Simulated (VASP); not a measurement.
Si (strained diamond): a r²SCAN single-point calculation in VASP

INCAR

```
ALGO = Normal
ISIF = 2
EDIFF = 1E-7
LWAVE = .FALSE.
ENCUT = 520
IBRION = -1
ISMEAR = 0
SIGMA = 0.01
PREC = Accurate
METAGGA = R2SCAN
NBANDS = 11
NSW = 0
LREAL = .FALSE.
LASPH = .TRUE.
NELM = 120
LCHARG = .FALSE.
```

KPOINTS

```
KPOINTS created by Atomic Simulation Environment
0
Gamma
8 8 8
0 0 0
```

KPOINTS_OPT

```
special points
7
Reciprocal
0.0000000000 0.0000000000 0.0000000000 1
0.5000000000 0.0000000000 0.5000000000 1
0.6250000000 0.2500000000 0.6250000000 1
0.3750000000 0.3750000000 0.7500000000 1
0.5000000000 0.5000000000 0.5000000000 1
0.5000000000 0.2500000000 0.7500000000 1
0.0000000000 0.4296870000 0.4296870000 1
```

POSCAR

```
Si
 1.0000000000000000
     0.0000000000000000    2.6132341397999999    2.6132341397999999
     2.6132341397999999    0.0000000000000000    2.6132341397999999
     2.6132341397999999    2.6132341397999999    0.0000000000000000
 Si
   2
Cartesian
  0.0000000000000000  0.0000000000000000  0.0000000000000000
  1.3066170698999999  1.3066170698999999  1.3066170698999999
```

VASP ran with the recommended PBE PAW datasets (8 valence electrons in the cell).

Command

```
mpirun -np 1 vasp_std
```

OSZICAR

```
N       E                     dE             d eps       ncg     rms          rms(c)
DAV:   1     0.387741317787E+00    0.38774E+00   -0.33081E+03   638   0.580E+02
DAV:   2    -0.179021076238E+02   -0.18290E+02   -0.17198E+02   822   0.915E+01
DAV:   3    -0.185209937821E+02   -0.61889E+00   -0.61343E+00   836   0.137E+01
DAV:   4    -0.185254419533E+02   -0.44482E-02   -0.44478E-02   730   0.136E+00
DAV:   5    -0.185254719613E+02   -0.30008E-04   -0.30008E-04   829   0.116E-01    0.691E+00
DAV:   6    -0.173702487335E+02    0.11552E+01   -0.16768E-01   732   0.239E+00    0.485E+00
DAV:   7    -0.173557322285E+02    0.14517E-01   -0.19391E-01   674   0.216E+00    0.373E-01
DAV:   8    -0.173543524472E+02    0.13798E-02   -0.66245E-03   713   0.465E-01    0.456E-01
DAV:   9    -0.173545562943E+02   -0.20385E-03   -0.27556E-04   746   0.139E-01    0.935E-03
DAV:  10    -0.173545610892E+02   -0.47949E-05   -0.27621E-06   761   0.118E-02    0.892E-03
DAV:  11    -0.173545683104E+02   -0.72212E-05   -0.13081E-06   741   0.808E-03    0.259E-03
DAV:  12    -0.173545665552E+02    0.17551E-05   -0.41115E-08   449   0.126E-03    0.142E-03
DAV:  13    -0.173545666515E+02   -0.96241E-07   -0.34656E-09   391   0.419E-04
   1 F= -.17354567E+02 E0= -.17354567E+02  d E =-.314585E-12
       N       E                     dE             ncg
DAV:   1     0.668902916366E+03   -0.17985E+04      154
DAV:   2     0.544488158240E+03   -0.12441E+03      221
DAV:   3     0.541191244700E+03   -0.32969E+01      190
DAV:   4     0.541170686595E+03   -0.20558E-01      194
DAV:   5     0.541170558608E+03   -0.12799E-03      208
DAV:   6     0.541170557593E+03   -0.10151E-05      195
DAV:   7     0.541170557580E+03   -0.13242E-07      208
```

From OUTCAR

```
k-points           NKPTS =     29   k-points in BZ     NKDIM =     29   number of bands    NBANDS=     11

   NELECT =       8.0000    total number of electrons

   dimension x,y,z NGX =    28 NGY =   28 NGZ =   28
   dimension x,y,z NGXF=    56 NGYF=   56 NGZF=   56

  energy-cutoff  :      520.00
  volume of cell :       35.69
      direct lattice vectors                 reciprocal lattice vectors
     0.000000000  2.613234140  2.613234140    -0.191333793  0.191333793  0.191333793
     2.613234140  0.000000000  2.613234140     0.191333793 -0.191333793  0.191333793
     2.613234140  2.613234140  0.000000000     0.191333793  0.191333793 -0.191333793

 k-points in reciprocal lattice and weights: KPOINTS created by Atomic Simulation Env
   0.00000000  0.00000000  0.00000000       0.002
   0.12500000  0.00000000  0.00000000       0.016
   0.25000000  0.00000000  0.00000000       0.016
   0.37500000  0.00000000  0.00000000       0.016
   0.50000000  0.00000000  0.00000000       0.008
   0.12500000  0.12500000  0.00000000       0.012
   0.25000000  0.12500000  0.00000000       0.047
   0.37500000  0.12500000  0.00000000       0.047
   ...

 E-fermi :   7.0180

 k-point     1 :       0.0000    0.0000    0.0000
  band No.  band energies     occupation
      1      -6.4143      2.00000
      2       6.9750      2.00000
      3       6.9750      2.00000
      4       6.9750      2.00000
      5       9.7766      0.00000
      6       9.7766      0.00000
      7       9.7766      0.00000
      8      12.4395      0.00000
      9      15.1422      0.00000
     10      15.1422      0.00000
     11      16.2402      0.00000

 k-point     2 :       0.1250    0.0000    0.0000
  band No.  band energies     occupation
      1      -6.1777      2.00000
      2       5.2668      2.00000
      3       6.6336      2.00000
      4       6.6336      2.00000
      5      10.0397      0.00000
      6      10.2780      0.00000
      7      10.2780      0.00000
      8      13.5372      0.00000
      9      14.6174      0.00000
     10      14.6174      0.00000
     11      17.0864      0.00000

 k-point     3 :       0.2500    0.0000    0.0000
  band No.  band energies     occupation
      1      -5.4847      2.00000
      2       2.6483      2.00000
      3       6.0910      2.00000
      4       6.0910      2.00000
      5       9.7460      0.00000
      6      10.8182      0.00000
      7      10.8182      0.00000
      8      14.6430      0.00000
      9      14.6430      0.00000
     10      15.5601      0.00000
     11      17.2246      0.00000

 k-point     4 :       0.3750    0.0000    0.0000
  band No.  band energies     occupation
      1      -4.4300      2.00000
      2       0.3223      2.00000
      3       5.7211      2.00000
      4       5.7211      2.00000
      5       9.4225      0.00000
      6      10.6452      0.00000
      7      10.6452      0.00000
      8      15.7420      0.00000
      9      16.3301      0.00000
     10      16.3301      0.00000
     11      18.6525      0.00000

 k-point     5 :       0.5000    0.0000    0.0000
  band No.  band energies     occupation
      1      -3.6440      2.00000
      2      -0.8994      2.00000
      3       5.5958      2.00000
      4       5.5958      2.00000
      5       9.3030      0.00000
      6      10.4833      0.00000
      7      10.4833      0.00000
      8      15.5029      0.00000
      9      18.4470      0.00000
     10      18.4470      0.00000
     11      19.8207      0.00000

 k-point     6 :       0.1250    0.1250    0.0000
  band No.  band energies     occupation
      1      -6.0981      2.00000
      2       5.7213      2.00000
      3       6.0099      2.00000
      4       6.0099      2.00000
      5       9.1789      0.00000
      6      11.1339      0.00000
      7      11.1339      0.00000
      8      12.7295      0.00000
      9      14.4373      0.00000
     10      15.4899      0.00000
     11      17.4354      0.00000

 k-point     7 :       0.2500    0.1250    0.0000
  band No.  band energies     occupation
      1      -5.5539      2.00000
      2       3.5128      2.00000
      3       5.4157      2.00000
      4       5.6097      2.00000
      5       9.3675      0.00000
      6      11.4892      0.00000
      7      11.9907      0.00000
      8      12.0970      0.00000
      9      15.7334      0.00000
     10      16.1885      0.00000
     11      18.3560      0.00000

 k-point     8 :       0.3750    0.1250    0.0000
  band No.  band energies     occupation
      1      -4.5990      2.00000
      2       1.1292      2.00000
      3       4.9452      2.00000
      4       5.1137      2.00000
      5       9.5467      0.00000
      6      11.2699      0.00000
      7      11.8649      0.00000
      8      13.0316      0.00000
      9      17.1434      0.00000
     10      17.3759      0.00000
     11      18.8921      0.00000

 k-point     9 :       0.5000    0.1250    0.0000
  band No.  band energies     occupation
      1      -3.5558      2.00000
      2      -0.6043      2.00000
      3       4.4239      2.00000
      4       5.1536      2.00000
      5       9.5582      0.00000
      6      11.0498      0.00000
      7      11.3851      0.00000
      8      15.2674      0.00000
      9      16.9330      0.00000
     10      18.4476      0.00000
     11      20.0947      0.00000

 k-point    10 :      -0.3750    0.1250    0.0000
  band No.  band energies     occupation
      1      -3.8584      2.00000
      2      -0.1575      2.00000
      3       4.1914      2.00000
      4       5.5086      2.00000
      5       9.8605      0.00000
      6      11.0772      0.00000
      7      11.1254      0.00000
      8      15.7930      0.00000
      9      16.0049      0.00000
     10      17.3075      0.00000
     11      19.6113      0.00000

 k-point    11 :      -0.2500    0.1250    0.0000
  band No.  band energies     occupation
      1      -4.9589      2.00000
      2       1.8962      2.00000
      3       4.3261      2.00000
      4       6.0881      2.00000
      5      10.3610      0.00000
      6      11.0006      0.00000
      7      11.2806      0.00000
      8      13.8256      0.00000
      9      14.2981      0.00000
     10      18.0041      0.00000
     11      18.7516      0.00000

 k-point    12 :      -0.1250    0.1250    0.0000
  band No.  band energies     occupation
      1      -5.7874      2.00000
      2       4.1356      2.00000
      3       5.0537      2.00000
      4       6.6505      2.00000
      5      10.4222      0.00000
      6      10.7127      0.00000
      7      10.8009      0.00000
      8      13.6022      0.00000
      9      13.6978      0.00000
     10      16.1659      0.00000
     11      18.2071      0.00000

 k-point    13 :       0.2500    0.2500    0.0000
  band No.  band energies     occupation
      1      -5.1600      2.00000
      2       3.3604      2.00000
      3       4.7465      2.00000
      4       4.7465      2.00000
      5       8.1934      0.00000
      6      10.3368      0.00000
      7      13.5296      0.00000
      8      13.5296      0.00000
      9      16.5314      0.00000
     10      17.1180      0.00000
     11      20.1175      0.00000

 k-point    14 :       0.3750    0.2500    0.0000
  band No.  band energies     occupation
      1      -4.3324      2.00000
      2       1.6934      2.00000
      3       3.8718      2.00000
      4       4.3807      2.00000
      5       8.4237      0.00000
      6      10.0775      0.00000
      7      13.9796      0.00000
      8      14.0139      0.00000
      9      17.8434      0.00000
     10      19.3630      0.00000
     11      20.1605      0.00000

 k-point    15 :       0.5000    0.2500    0.0000
  band No.  band energies     occupation
      1      -3.2308      2.00000
      2      -0.0327      2.00000
      3       2.8945      2.00000
      4       4.3904      2.00000
      5       8.5908      0.00000
      6      11.8421      0.00000
      7      13.5157      0.00000
      8      13.8359      0.00000
      9      18.5973      0.00000
     10      18.6640      0.00000
     11      20.5611      0.00000

 k-point    16 :      -0.3750    0.2500    0.0000
  band No.  band energies     occupation
      1      -2.9715      2.00000
      2      -0.3587      2.00000
      3       2.3505      2.00000
      4       4.7678      2.00000
      5       8.9880      0.00000
      6      13.0262      0.00000
      7      13.1958      0.00000
      8      14.9850      0.00000
      9      15.6565      0.00000
     10      16.4008      0.00000
     11      20.9782      0.00000

 ...

  Total        3.3475502      3.3475502      3.3475502      0.0000000      0.0000000      0.0000000
  in kB      150.2701492    150.2701492    150.2701492      0.0000000      0.0000000      0.0000000
  external PRESSURE =     150.2701492 kB  Pullay stress =       0.0000000 kB

 POSITION                                       TOTAL-FORCE (eV/Angst)
 -----------------------------------------------------------------------------------
      0.00000      0.00000      0.00000         0.000000     -0.000000     -0.000000
      1.30662      1.30662      1.30662        -0.000000      0.000000      0.000000
 -----------------------------------------------------------------------------------
    total drift:                                0.000000      0.000000     -0.000000

  FREE ENERGIE OF THE ION-ELECTRON SYSTEM (eV)
  ---------------------------------------------------
  free  energy   TOTEN  =       -17.3545666515 eV

  energy  without entropy=      -17.3545666515  energy(sigma->0) =      -17.35456665
```

```
gap between bands v and c : 0.55 eV
least direct gap          : 2.80 eV
pressure                  : 15.0 GPa
```

Band v is the last that the valence electrons fill when counted band by band, and c is the next.

The run took about 39 s on one core of a shared host (Intel Xeon Platinum 8488C) and held 0.16 GiB at most.
